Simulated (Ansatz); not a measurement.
Moving the functional in Bi2Se3

```cif
data_structure
_symmetry_space_group_name_H-M 'P 1'
_symmetry_Int_Tables_number 1
_cell_length_a 9.8405
_cell_length_b 9.8405
_cell_length_c 9.8405
_cell_angle_alpha 24.304
_cell_angle_beta 24.304
_cell_angle_gamma 24.304
_cell_volume 141.89
loop_
_atom_site_label
_atom_site_type_symbol
_atom_site_fract_x
_atom_site_fract_y
_atom_site_fract_z
_atom_site_occupancy
Bi1 Bi 0.59920 0.59920 0.59920 1
Bi2 Bi 0.40080 0.40080 0.40080 1
Se1 Se 0.78830 0.78830 0.78830 1
Se2 Se 0.21170 0.21170 0.21170 1
Se3 Se 0.00000 0.00000 0.00000 1
```

Kept alike: task projected density of states; k mesh 8 × 8 × 8; occupations fermi-dirac, width 0.05 eV; no spin polarisation. Program: Ansatz, Ansatz PAW. Cutoffs run from 420 to 500 eV. The mesh is that of the run's cell of 5 atoms. No spin-orbit coupling.

| functional | band gap (eV) | pressure (GPa) |
| --- | --- | --- |
| BLYP | 0.266 | 6.29 |
| LDA | 0.095 | -1.81 |
| PBE | 0.215 | 2.55 |
| PBEsol | 0.138 | -0.32 |
| RPBE | 0.292 | 4.23 |
| r2SCAN | 0.486 | 1.40 |
| revPBE | 0.271 | 3.76 |

Pressure is positive in compression, with a Pulay correction for the finite cutoff. Spin-orbit coupling, left out here, moves the band edges of heavy atoms and can close or invert small gaps. A gap read on the mesh alone can miss an edge between its points. All rows use potentials made for PBE.

Task: What does the functional change here?

Result: The band gap runs from 0.095 (LDA) to 0.486 eV (r2SCAN). From PBE: BLYP +0.051; LDA -0.120; PBEsol -0.077; RPBE +0.077; r2SCAN +0.271; revPBE +0.056. The pressure runs from -1.81 (LDA) to 6.29 GPa (BLYP). From PBE: BLYP +3.74; LDA -4.36; PBEsol -2.87; RPBE +1.68; r2SCAN -1.15; revPBE +1.21.
